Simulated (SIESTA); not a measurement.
# InAs (F-43m) in SIESTA: a series of runs, part 2 of 2

SIESTA 5.4.2.

### Step 3. Band structure, PBE, non-collinear spin, zero start, spin-orbit coupling

InAs.fdf reads:

```
SystemName                      InAs
SystemLabel                     InAs
NumberOfSpecies                 2
NumberOfAtoms                   2
%block ChemicalSpeciesLabel
  1  49 In
  2  33 As
%endblock ChemicalSpeciesLabel

LatticeConstant                 1.0 Ang
%block LatticeVectors
     0.0000000000     3.0180000000     3.0180000000
     3.0180000000     0.0000000000     3.0180000000
     3.0180000000     3.0180000000     0.0000000000
%endblock LatticeVectors
AtomicCoordinatesFormat         Fractional
%block AtomicCoordinatesAndAtomicSpecies
     0.0000000000     0.0000000000     0.0000000000  1  In
     0.7500000000     0.7500000000     0.7500000000  2  As
%endblock AtomicCoordinatesAndAtomicSpecies

%block kgrid.MonkhorstPack
    6   0   0  0.0
    0   6   0  0.0
    0   0   6  0.0
%endblock kgrid.MonkhorstPack
XC.Functional                   GGA
XC.Authors                      PBE
PAO.BasisSize                   TZP
PAO.EnergyShift                 0.003 Ry
Mesh.Cutoff                     500 Ry
Spin                            spin-orbit
%block DM.InitSpin
    1   0.000     0.00     0.00
    2   0.000     0.00     0.00
%endblock DM.InitSpin
WriteOrbMom                     true
OccupationFunction              FD
ElectronicTemperature           0.05 eV
MaxSCFIterations                120
SCF.MustConverge                false
SCF.Mixer.Method                Pulay
SCF.Mixer.Weight                0.25
SCF.Mixer.History               8
SCF.DM.Tolerance                5.0e-05
SCF.H.Tolerance                 1.0e-03 eV
WriteForces                     true
Charge.Mulliken                 end
BandLinesScale                  ReciprocalLatticeVectors
%block BandLines
    1    0.000000   0.000000   0.000000  \Gamma
   12    0.500000   0.000000   0.500000  X
    6    0.500000   0.250000   0.750000  W
    4    0.375000   0.375000   0.750000  K
   13    0.000000   0.000000   0.000000  \Gamma
   11    0.500000   0.500000   0.500000  L
    8    0.625000   0.250000   0.625000  U
    4    0.500000   0.250000   0.750000  W
    9    0.500000   0.500000   0.500000  L
    8    0.375000   0.375000   0.750000  K
    1    0.625000   0.250000   0.625000  U
    4    0.500000   0.000000   0.500000  X
%endblock BandLines
%block PAO.Basis
  In 4
  n=5 0 3
    6.996 0.000 0.000
  n=5 1 3
    9.500 0.000 0.000
  n=4 2 2
    4.106 0.000
  n=5 2 1
    9.500
  As 4
  n=4 0 3
    5.512 0.000 0.000
  n=4 1 3
    7.356 0.000 0.000
  n=3 2 2
    2.890 0.000
  n=4 2 1
    7.356
%endblock PAO.Basis
```

Potentials or basis: PseudoDojo 0.4 standard (PBE files, fully relativistic), TZP (energy shift 0.003 Ry; two zetas on semicore shells).

The run is started by

```bash
$ siesta InAs.fdf > InAs.out 2>&1
```

InAs.out:

```text
Version         : 5.4.2

[... 6 lines left out ...]
 NOTE: Please see the manual for full details and compatibility measures.

reinit: Reading from file InAs.fdf

reinit: -----------------------------------------------------------------------
reinit: System Name: InAs
reinit: -----------------------------------------------------------------------
reinit: System Label: InAs
reinit: -----------------------------------------------------------------------

NOTE on units for spin output:
{S} is the spin magnetic moment, in units of the Bohr magneton,
assuming a g-factor for the electron spin of exactly 2.
The spin magnetic moment is then numerically equal to the charge inbalance,
in units of electrons, between the spin-up and -down channels.

initatom: Reading input for the pseudopotentials and atomic orbitals ----------
Species number:   1 Atomic number:   49 Label: In
Species number:   2 Atomic number:   33 Label: As

Ground state valence configuration (from tables):   5s02  5p01  5d00  4f00
Ground state valence configuration (from tables):   4s02  4p03  4d00  4f00

---- Processing specs for species: In
Reading pseudopotential information in PSML from:
  In.psml
PSML file version: 1.1
Using libxc ids:  101 130
GGA--PBE XC_GGA_X_PBE--XC_GGA_C_PBE pb
Semicore shell(s) with 10 electrons included in the valence for In

---- Processing specs for species: As
Reading pseudopotential information in PSML from:
  As.psml
PSML file version: 1.1
Using libxc ids:  101 130
GGA--PBE XC_GGA_X_PBE--XC_GGA_C_PBE pb
Semicore shell(s) with 10 electrons included in the valence for As

---- Pseudopotential check for In

Pseudopotential generated from a fully relativistic atomic calculation
There are spin-orbit semi-local pseudopotentials available

Pseudized shells:
5s( 2.00) rc: 2.10
5p( 1.00) rc: 2.35
4d(10.00) rc: 1.85
Valence configuration for ps generation: 4d:5s:5p: Total charge:  13.000000
Semicore shell(s): 4d

---- Pseudopotential check for As

Pseudopotential generated from a fully relativistic atomic calculation
There are spin-orbit semi-local pseudopotentials available

[... 775 lines left out ...]
    Basis Pressure for species 2(As) :      0.2000000 GPa

    Orbital volume contribution        =           3.536239 eV
    (Free)E + p_basis*V_orbitals       =       -4689.219415 eV
    (Free)Eharris+ p_basis*V_orbitals  =       -4689.219414 eV

mulliken: Atomic and Orbital Populations:

Species: In

Atom      Orb        Charge      Spin       Svec
    1  1 5s         0.55915   0.00000     -0.000   0.000   0.000
    1  2 5s        -0.00348   0.00000      0.000   0.000   0.000
    1  3 5s         0.54248   0.00000      0.000  -0.000  -0.000
    1  4 5py        0.08636   0.00000      0.000   0.000  -0.000
    1  5 5pz        0.08636   0.00000     -0.000   0.000   0.000
    1  6 5px        0.08636   0.00000      0.000   0.000  -0.000
    1  7 5py       -0.06643   0.00000     -0.000  -0.000   0.000
    1  8 5pz       -0.06643   0.00000     -0.000  -0.000  -0.000
    1  9 5px       -0.06643   0.00000      0.000  -0.000   0.000
    1 10 5py        0.55360   0.00000     -0.000  -0.000  -0.000
    1 11 5pz        0.55360   0.00000      0.000  -0.000  -0.000
    1 12 5px        0.55360   0.00000     -0.000  -0.000   0.000
    1 13 4dxy       1.94855   0.00000      0.000  -0.000   0.000
    1 14 4dyz       1.94855   0.00000      0.000   0.000   0.000
    1 15 4dz2       1.93410   0.00000      0.000  -0.000   0.000
    1 16 4dxz       1.94855   0.00000     -0.000  -0.000   0.000
    1 17 4dx2-y2    1.93410   0.00000      0.000   0.000   0.000
    1 18 4dxy       0.05341   0.00000     -0.000   0.000  -0.000
    1 19 4dyz       0.05341   0.00000      0.000   0.000  -0.000
    1 20 4dz2       0.05766   0.00000     -0.000   0.000  -0.000
    1 21 4dxz       0.05341   0.00000     -0.000   0.000  -0.000
    1 22 4dx2-y2    0.05766   0.00000     -0.000  -0.000  -0.000
    1 23 5dxy       0.03782   0.00000      0.000  -0.000   0.000
    1 24 5dyz       0.03782   0.00000      0.000  -0.000  -0.000
    1 25 5dz2       0.13119   0.00000     -0.000  -0.000   0.000
    1 26 5dxz       0.03782   0.00000      0.000  -0.000  -0.000
    1 27 5dx2-y2    0.13119   0.00000      0.000  -0.000   0.000
    1     Total    13.18399   0.00000      0.000   0.000  -0.000

Total              13.18399   0.00000      0.000   0.000  -0.000

Species: As

Atom      Orb        Charge      Spin       Svec
    2  1 4s         1.33608   0.00000      0.000  -0.000   0.000
    2  2 4s        -0.23552   0.00000     -0.000   0.000  -0.000
    2  3 4s         0.62645   0.00000      0.000   0.000  -0.000
    2  4 4py        0.16238   0.00000     -0.000  -0.000   0.000
    2  5 4pz        0.16238   0.00000      0.000  -0.000  -0.000
    2  6 4px        0.16238   0.00000     -0.000  -0.000  -0.000
    2  7 4py        0.32381   0.00000      0.000  -0.000  -0.000
    2  8 4pz        0.32381   0.00000      0.000  -0.000   0.000
    2  9 4px        0.32381   0.00000      0.000   0.000   0.000
    2 10 4py        0.47970   0.00000     -0.000   0.000  -0.000
    2 11 4pz        0.47970   0.00000     -0.000   0.000  -0.000
    2 12 4px        0.47970   0.00000      0.000   0.000  -0.000
    2 13 3dxy       1.99218   0.00000      0.000   0.000   0.000
    2 14 3dyz       1.99218   0.00000     -0.000  -0.000  -0.000
    2 15 3dz2       1.99282   0.00000     -0.000   0.000  -0.000
    2 16 3dxz       1.99218   0.00000      0.000  -0.000  -0.000
    2 17 3dx2-y2    1.99282   0.00000      0.000  -0.000   0.000
    2 18 3dxy       0.00998   0.00000     -0.000  -0.000  -0.000
    2 19 3dyz       0.00998   0.00000     -0.000   0.000   0.000
    2 20 3dz2       0.00931   0.00000     -0.000  -0.000   0.000
    2 21 3dxz       0.00998   0.00000     -0.000   0.000   0.000
    2 22 3dx2-y2    0.00931   0.00000      0.000  -0.000   0.000
    2 23 4dxy       0.04094   0.00000     -0.000  -0.000   0.000
    2 24 4dyz       0.04094   0.00000      0.000  -0.000  -0.000
    2 25 4dz2       0.02889   0.00000     -0.000   0.000  -0.000
    2 26 4dxz       0.04094   0.00000      0.000   0.000  -0.000
    2 27 4dx2-y2    0.02889   0.00000      0.000   0.000  -0.000
    2     Total    14.81601   0.00000     -0.000  -0.000   0.000

Total              28.00000   0.00000     -0.000  -0.000  -0.000

Mulliken Atomic Populations:
Atom #   charge [q] valence [e]           S      Sx [e]      Sy [e]      Sz [e]  Species
     1    -0.183993   13.183993    0.000000    0.000000    0.000000   -0.000000  In
     2     0.183993   14.816007    0.000000   -0.000000   -0.000000    0.000000  As
 Total     0.000000                0.000000   -0.000000   -0.000000   -0.000000

Job completed
```

Wall time 1.8 min (1 thread of Intel Xeon Platinum 8559C (Emerald Rapids), shared host); peak memory 0.41 GiB.

What came out:

* Free energy: -4692.7557 eV
* Pressure: 4.5 GPa
* Band gap on the k mesh: none (metal or under the smearing width)
* Net moment: 0.00 μB per cell

Levels at the corners of the path, in eV from the Fermi level:
| point | band 26 | band 27 | band 28 | band 29 | band 30 | band 31 |
| --- | --- | --- | --- | --- | --- | --- |
| Γ | -0.16 | -0.01 | -0.01 | -0.01 | -0.01 | 3.68 |
| X | -2.49 | -2.48 | -2.48 | 1.50 | 1.50 | 2.12 |
| W | -3.10 | -3.07 | -2.97 | 4.17 | 4.30 | 4.36 |
| K | -3.43 | -2.10 | -2.09 | 2.11 | 2.11 | 4.33 |
| Γ | -0.16 | -0.01 | -0.01 | -0.01 | -0.01 | 3.68 |
| L | -1.25 | -1.00 | -1.00 | 0.96 | 0.96 | 4.68 |
| U | -3.43 | -2.10 | -2.09 | 2.11 | 2.11 | 4.33 |
| W | -3.10 | -3.07 | -2.97 | 4.17 | 4.30 | 4.36 |
| L | -1.25 | -1.00 | -1.00 | 0.96 | 0.96 | 4.68 |
| K | -3.43 | -2.10 | -2.09 | 2.11 | 2.11 | 4.33 |
| U | -3.43 | -2.10 | -2.09 | 2.11 | 2.11 | 4.33 |
| X | -2.49 | -2.48 | -2.48 | 1.50 | 1.50 | 2.12 |

Moments on the atoms (μB; x, y, z):
```
In  0.00 0.00 0.00
As  0.00 0.00 0.00
```

Caveat: the basis of atomic orbitals isn't converged, which shifts pressures, moduli and gaps.

### Step 4. Against experiment

Step 3. Measured gap of InAs: 0.418 eV (direct; 4.2 K; a printed reference work, data compilation). This calculation gives 0.00 eV (-0.42 eV). The value is that of PBE in an atomic basis (PseudoDojo 0.4 standard (PBE files, fully relativistic), TZP (energy shift 0.003 Ry; two zetas on semicore shells)), whose error adds to the functional's, on a finite k mesh, which can miss the band edges, without temperature or zero-point motion. Semilocal functionals fall short of measured gaps as a rule.
